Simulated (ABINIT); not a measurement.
# GaN (F-43m) in ABINIT: settings compared

Aim: see how the results for GaN move with the level of theory and the settings. Levels: PBE, LDA, PBEsol, RPBE, BLYP. Tasks: single point.

Everything below comes from runs of ABINIT 10.8.3 (patched build). Logs are shortened: lines on timing, memory, paths and dates and some standing lists are left out, and cuts for length are marked. The log counts tension as positive stress, the text compression.

**Measured values to compare with.**

A printed reference work, textbook reports, for a bulk crystal of GaN at 0 K: band gap 3.299 eV (direct).

The results are compared with them further down.

## (1) Starting point

The structure is cubic, space group F-43m (No. 216). The conventional cell has a = 4.507 Å, b = 4.507 Å, c = 4.507 Å, α = 90.00°, β = 90.00°, γ = 90.00°. Ga (site symmetry -43m) is surrounded by 4 N at 1.95 Å. N (site symmetry -43m) has 4 Ga at 1.95 Å as nearest neighbours.

The cell is a database's computed one.

## (2) Single point, PBE

The input, run.abi:

```
pp_dirpath "./"
pseudos "Ga.GGA_PBE-JTH.xml, N.GGA_PBE-JTH.xml"

acell 6.0224269985 6.0224269985 6.0224269985
rprim
     0.0000000000     0.7071067812     0.7071067812
     0.7071067812     0.0000000000     0.7071067812
     0.7071067812     0.7071067812     0.0000000000
ntypat 2
znucl 31 7
natom 2
typat 1 2
xcart
     0.0000000000     0.0000000000     0.0000000000
     2.1292494849     2.1292494849     2.1292494849

ecut 31.0
pawecutdg 53.0
pawxcdev 0

kptopt 1
ngkpt 10 10 10
nshiftk 1
shiftk 0.0 0.0 0.0

ixc 11

nband 13
occopt 3
tsmear 0.05 eV

nstep 100
tolvrs 1.0e-9

iomode 3
prtwf 0
prtden 0
prteig 0
prtebands 0
enunit 1
```

Potentials or basis: JTH PAW PBE v2.0.

Run with:

```console
abinit run.abi > log 2>&1
```

run.abo:

```text
.Version 10.8.3 of ABINIT
 Symmetries : space group F-4 3 m (#216); Bravais cF (face-center cubic)
================================================================================
 Values of the parameters that define the memory need of the present run
     intxc =       0    ionmov =       0      iscf =      17    lmnmax =      18
     lnmax =       6     mgfft =      32  mpssoang =       3    mqgrid =    3001
     natom =       2  nloc_mem =       2    nspden =       1   nspinor =       1
    nsppol =       1      nsym =      24    n1xccc =       1    ntypat =       2
    occopt =       3   xclevel =       2
       mpw =        1296          nfft =       32768          nkpt =          47
 PAW method is used; the additional fine FFT grid is defined by:
   mgfftf=        40    nfftf =     64000
================================================================================
================================================================================

--------------------------------------------------------------------------------
------------- Echo of variables that govern the present computation ------------
--------------------------------------------------------------------------------
 -outvars: echo values of preprocessed input variables --------
            acell      6.0224269985E+00  6.0224269985E+00  6.0224269985E+00 Bohr
              amu      6.97230000E+01  1.40067400E+01
             ecut      3.10000000E+01 Hartree
           enunit           1
              ixc          11
         kptrlatt       10    0    0      0   10    0      0    0   10
          kptrlen      6.02242700E+01
            natom           2
            nband          13
            ngfft          32      32      32
          ngfftdg          40      40      40
             nkpt          47
            nstep         100
             nsym          24
           ntypat           2
           occopt           3
        pawecutdg      5.30000000E+01 Hartree
         pawxcdev           0
           prtden           0
        prtebands           0
           prteig           0
            prtwf           0
            rprim      0.0000000000E+00  7.0710678120E-01  7.0710678120E-01
                       7.0710678120E-01  0.0000000000E+00  7.0710678120E-01
                       7.0710678120E-01  7.0710678120E-01  0.0000000000E+00
          spgroup         216
           tolvrs      1.00000000E-09
           tsmear      1.83746611E-03 Hartree
            typat      1  2
           useylm           1
           xangst      0.0000000000E+00  0.0000000000E+00  0.0000000000E+00
                       1.1267503030E+00  1.1267503030E+00  1.1267503030E+00
            xcart      0.0000000000E+00  0.0000000000E+00  0.0000000000E+00
                       2.1292494850E+00  2.1292494850E+00  2.1292494850E+00
             xred      0.0000000000E+00  0.0000000000E+00  0.0000000000E+00
                       2.5000000000E-01  2.5000000000E-01  2.5000000000E-01
            znucl       31.00000    7.00000

================================================================================

 chkinp: Checking input parameters for consistency.

================================================================================
== DATASET  1 ==================================================================

--- !DatasetInfo
iteration_state: {dtset: 1, }
dimensions: {natom: 2, nkpt: 47, mband: 13, nsppol: 1, nspinor: 1, nspden: 1, mpw: 1296, }
cutoff_energies: {ecut:  31.0, pawecutdg:  53.0, }
electrons: {nelect:   1.80000000E+01, charge:   0.00000000E+00, occopt:   3.00000000E+00, tsmear:   1.83746611E-03, }
meta: {optdriver: 0, ionmov: 0, optcell: 0, iscf: 17, paral_kgb: 0, }
...

 Exchange-correlation functional for the present dataset will be:
  GGA: Perdew-Burke-Ernzerhof functional - ixc=11
  J.P.Perdew, K.Burke, M.Ernzerhof, PRL 77, 3865 (1996)

 Real(R)+Recip(G) space primitive vectors, cartesian coordinates (Bohr,Bohr^-1):
 R(1)=  0.0000000  4.2584990  4.2584990  G(1)= -0.1174123  0.1174123  0.1174123
 R(2)=  4.2584990  0.0000000  4.2584990  G(2)=  0.1174123 -0.1174123  0.1174123
 R(3)=  4.2584990  4.2584990  0.0000000  G(3)=  0.1174123  0.1174123 -0.1174123
 Unit cell volume ucvol=  1.5445417E+02 bohr^3
 Angles (23,13,12)=  6.00000000E+01  6.00000000E+01  6.00000000E+01 degrees

 Coarse grid specifications (used for wave-functions):

 getcut: wavevector=  0.0000  0.0000  0.0000  ngfft=  32  32  32
         ecut(hartree)=     31.000   => boxcut(ratio)=   2.11998

 Fine grid specifications (used for densities):

 getcut: wavevector=  0.0000  0.0000  0.0000  ngfft=  40  40  40
         ecut(hartree)=     53.000   => boxcut(ratio)=   2.02668

--- Pseudopotential description ------------------------------------------------
- pspini: atom type   1  psp file is ./Ga.GGA_PBE-JTH.xml
 Pseudopotential format is: paw10
 basis_size (lnmax)=  6 (lmn_size= 18), orbitals=   0   0   1   1   2   2
 Spheres core radius: rc_sph= 2.10359248
 Shapefunction is BESSEL type: shapef(r,l)=aa(1,l)*jl(q(1,l)*r)+aa(2,l)*jl(q(2,l)*r)
 Radius for shape functions =  1.80829011
 Compensation charge density is not taken into account in XC energy/potential

- pspini: atom type   2  psp file is ./N.GGA_PBE-JTH.xml
 Pseudopotential format is: paw10
 basis_size (lnmax)=  4 (lmn_size=  8), orbitals=   0   0   1   1
 Spheres core radius: rc_sph= 1.20497474
 Shapefunction is SIN type: shapef(r)=[sin(pi*r/rshp)/(pi*r/rshp)]**2
 Radius for shape functions =  1.00243812
 Compensation charge density is not taken into account in XC energy/potential

   4.80804022E+02                                ecore*ucvol(ha*bohr**3)
--------------------------------------------------------------------------------

[... 7 lines left out ...]

     iter   Etot(hartree)      deltaE(h)  residm     nres2
 ETOT  1  -88.761765103175    -8.876E+01 9.170E-01 2.584E+01
 ETOT  2  -89.141729696114    -3.800E-01 4.627E-02 4.767E+00
 ETOT  3  -89.138413352742     3.316E-03 1.983E-03 4.780E-01
 ETOT  4  -89.138771127058    -3.578E-04 7.237E-04 1.929E-02
 ETOT  5  -89.138783760774    -1.263E-05 1.629E-04 2.794E-03
 ETOT  6  -89.138813121275    -2.936E-05 8.755E-05 4.536E-04
 ETOT  7  -89.138818250964    -5.130E-06 1.698E-05 1.934E-04
 ETOT  8  -89.138818014838     2.361E-07 2.958E-05 9.633E-06
 ETOT  9  -89.138818052455    -3.762E-08 8.314E-06 7.430E-06
 ETOT 10  -89.138818045980     6.476E-09 1.943E-05 6.431E-07
 ETOT 11  -89.138818046129    -1.493E-10 8.274E-06 4.008E-08
 ETOT 12  -89.138818046155    -2.602E-11 1.947E-05 8.988E-09
 ETOT 13  -89.138818046177    -2.146E-11 8.440E-06 8.466E-10

 At SCF step   13       nres2   =  8.47E-10 < tolvrs=  1.00E-09 =>converged.

 Cartesian components of stress tensor (hartree/bohr^3)
  sigma(1 1)= -1.90002647E-04  sigma(3 2)=  0.00000000E+00
  sigma(2 2)= -1.90002647E-04  sigma(3 1)=  0.00000000E+00
  sigma(3 3)= -1.90002647E-04  sigma(2 1)=  0.00000000E+00

--- !ResultsGS
iteration_state: {dtset: 1, }
comment   : Summary of ground state results
lattice_vectors:
- [  0.0000000,   4.2584990,   4.2584990, ]
- [  4.2584990,   0.0000000,   4.2584990, ]
- [  4.2584990,   4.2584990,   0.0000000, ]
lattice_lengths: [   6.02243,    6.02243,    6.02243, ]
lattice_angles: [ 60.000,  60.000,  60.000, ] # degrees, (23, 13, 12)
lattice_volume:   1.5445417E+02
convergence: {deltae: -2.146E-11, res2:  8.466E-10, residm:  8.440E-06, diffor: null, }
etotal    :  -8.91388180E+01
entropy   :   0.00000000E+00
fermie    :   2.44630276E-01
cartesian_stress_tensor: # hartree/bohr^3
- [ -1.90002647E-04,   0.00000000E+00,   0.00000000E+00, ]
- [  0.00000000E+00,  -1.90002647E-04,   0.00000000E+00, ]
- [  0.00000000E+00,   0.00000000E+00,  -1.90002647E-04, ]
pressure_GPa:   5.5901E+00
xred      :
- [  0.0000E+00,   0.0000E+00,   0.0000E+00, Ga]
- [  2.5000E-01,   2.5000E-01,   2.5000E-01,  N]
cartesian_forces: # hartree/bohr
- [ -1.23495925E-31,  -1.23495925E-31,   3.70487776E-31, ]
- [  1.23495925E-31,   1.23495925E-31,  -3.70487776E-31, ]
force_length_stats: {min:   4.09589647E-31, max:   4.09589647E-31, mean:   4.09589647E-31, }
...

 Integrated electronic density in atomic spheres:
 ------------------------------------------------
 Atom  Sphere_radius  Integrated_density
    1        2.10359         11.18366255
    2        1.20497          2.57305219

================================================================================

 ----iterations are completed or convergence reached----

 Mean square residual over all n,k,spin=   14.753E-09; max=  84.397E-07
 reduced coordinates (array xred) for    2 atoms
       0.000000000000      0.000000000000      0.000000000000
       0.250000000000      0.250000000000      0.250000000000
 rms dE/dt=  1.4875E-30; max dE/dt=  2.1036E-30; dE/dt below (all hartree)
    1      -0.000000000000     -0.000000000000      0.000000000000
    2       0.000000000000      0.000000000000      0.000000000000

 cartesian coordinates (angstrom) at end:
    1      0.00000000000000     0.00000000000000     0.00000000000000
    2      1.12675030300373     1.12675030300373     1.12675030300373

 cartesian forces (hartree/bohr) at end:
    1     -0.00000000000000    -0.00000000000000     0.00000000000000
    2      0.00000000000000     0.00000000000000    -0.00000000000000
 frms,max,avg= 2.3647669E-31 3.7048778E-31   0.000E+00  0.000E+00  0.000E+00 h/b

 cartesian forces (eV/Angstrom) at end:
    1     -0.00000000000000    -0.00000000000000     0.00000000000000
    2      0.00000000000000     0.00000000000000    -0.00000000000000
 frms,max,avg= 1.2160120E-29 1.9051247E-29   0.000E+00  0.000E+00  0.000E+00 e/A
 length scales=  6.022426998500  6.022426998500  6.022426998500 bohr
              =  3.186931119771  3.186931119771  3.186931119771 angstroms
 Fermi (or HOMO) energy (eV) =   6.65673   Average Vxc (eV)= -10.74765
 Eigenvalues (   eV  ) for nkpt=  47  k points:
 kpt#   1, nband= 13, wtk=  0.00100, kpt=  0.0000  0.0000  0.0000 (reduced coord)
 -10.18417   -7.69498   -7.69498   -7.69498   -7.37950   -7.37950    5.75649    5.75649
   5.75649    7.46826   16.05297   16.05297   16.05297
 prteigrs : prtvol=0 or 1, do not print more k-points.

--- !EnergyTerms
iteration_state     : {dtset: 1, }
comment             : Components of total free energy in Hartree
kinetic             :  1.08961477259529E+01
hartree             :  2.34002485200700E+01
xc                  : -4.33762061755318E+00
Ewald energy        : -5.83371585563683E+01
psp_core            :  3.11292356461323E+00
local_psp           : -6.49664936472016E+01
PAW spherical_terms :  1.09313048960954E+00
internal            : -8.91388225208775E+01
'-kT*entropy'       : -1.22750522123957E-11
total_energy        : -8.91388225208897E+01
total_energy_eV     : -2.42559092912788E+03
...

--- !EnergyTermsDC
iteration_state     : {dtset: 1, }
comment             : '"Double-counting" decomposition of free energy'
band_energy         : -2.77076232850702E+00
Ewald energy        : -5.83371585563683E+01
psp_core            :  3.11292356461323E+00
xc_dc               : -2.24770801738283E+01
PAW spherical_terms : -8.66674055207395E+00
internal            : -8.91388180461643E+01
'-kT*entropy'       : -1.22750522123957E-11
total_energy_dc     : -8.91388180461766E+01
total_energy_dc_eV  : -2.42559080736473E+03
...

--- !EnergyTermsWithPAWCore
iteration_state     : {dtset: 1, }
comment             : 'Components of total free energy, including PAW core contributions'
Total energy        : -1.99883618478284E+03
Total energy DC     : -1.99883618030813E+03
Total energy (eV)   : -5.43911034665690E+04
Total energy DC (eV): -5.43911033448059E+04
...

 Cartesian components of stress tensor (hartree/bohr^3)
  sigma(1 1)= -1.90002647E-04  sigma(3 2)=  0.00000000E+00
  sigma(2 2)= -1.90002647E-04  sigma(3 1)=  0.00000000E+00
  sigma(3 3)= -1.90002647E-04  sigma(2 1)=  0.00000000E+00

-Cartesian components of stress tensor (GPa)         [Pressure=  5.5901E+00 GPa]
- sigma(1 1)= -5.59007087E+00  sigma(3 2)=  0.00000000E+00
- sigma(2 2)= -5.59007087E+00  sigma(3 1)=  0.00000000E+00
- sigma(3 3)= -5.59007087E+00  sigma(2 1)=  0.00000000E+00

== END DATASET(S) ==============================================================
================================================================================

 -outvars: echo values of variables after computation  --------
            acell      6.0224269985E+00  6.0224269985E+00  6.0224269985E+00 Bohr
           etotal     -8.9138818046E+01
            fcart     -1.2349592518E-31 -1.2349592518E-31  3.7048777553E-31
                       1.2349592518E-31  1.2349592518E-31 -3.7048777553E-31
            rprim      0.0000000000E+00  7.0710678120E-01  7.0710678120E-01
                       7.0710678120E-01  0.0000000000E+00  7.0710678120E-01
                       7.0710678120E-01  7.0710678120E-01  0.0000000000E+00
           strten     -1.9000264683E-04 -1.9000264683E-04 -1.9000264683E-04
                       0.0000000000E+00  0.0000000000E+00  0.0000000000E+00
           xangst      0.0000000000E+00  0.0000000000E+00  0.0000000000E+00
                       1.1267503030E+00  1.1267503030E+00  1.1267503030E+00
             xred      0.0000000000E+00  0.0000000000E+00  0.0000000000E+00
                       2.5000000000E-01  2.5000000000E-01  2.5000000000E-01
 Calculation completed.
```

It took 24 s on 1 thread of Arm Neoverse V2, shared host; peak memory 0.12 GiB.

Results:

* Free energy: -2425.5908 eV
* Pressure: 5.6 GPa
* Band gap on the k mesh: 1.71 eV, direct
* Valence electrons inside the program's atomic spheres: Ga 11.18; N 2.57

Levels at points of the mesh, in eV from the valence-band top:
```csv
k point,band 5,band 6,band 7,band 8,band 9,band 10,band 11,band 12,band 13
"(0.00, 0.00, 0.00)",-13.14,-13.14,0.00,0.00,0.00,1.71,10.30,10.30,10.30
"(0.50, 0.00, 0.00)",-13.09,-11.89,-7.04,-0.97,-0.97,4.63,8.72,10.35,10.35
"(0.50, 0.50, 0.00)",-13.06,-11.46,-6.13,-2.71,-2.71,3.34,6.65,11.69,13.95
```

(Part 1 of 2 ends here.)
